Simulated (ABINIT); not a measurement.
Crystal: WS2.

```xyz
3
Lattice="1.5790 0.9116 6.1633 -1.5790 0.9116 6.1633 0.0000 -1.8233 6.1633" Properties=species:S:1:pos:R:3 pbc="T T T"
W     0.0000    0.0000    0.0000
S     0.0000    0.0000   10.7427
S     0.0000    0.0000   13.8730
```

Measurements of this composition are mostly on another form, of space group No. 194.

Base run:

* Program: ABINIT 10.8.3 (patched build)
* Functional: r2SCAN
* Potentials or basis: JTH PAW PBE v2.0
* Cutoff: 653 eV
* k mesh: 10 × 10 × 10
* Occupations: fermi-dirac, width 0.05 eV
* Spin: no spin polarisation

Its results: band gap on the k mesh 1.17 eV, indirect (least direct gap 2.37 eV); pressure 3.0 GPa; largest force 0.617 eV/Å.

Question: The run is repeated on the same cell with these changes: functional from r2SCAN to revPBE. What comes out?

Answer: Band gap on the k mesh 1.10 eV, indirect (least direct gap 2.24 eV); pressure 6.6 GPa; largest force 0.618 eV/Å.

Caveats: the PAW data sets were made with another functional, which shifts forces and pressure a little; spin-orbit coupling is left out, which moves the levels of the heavy elements.

A k mesh can miss the band edges.
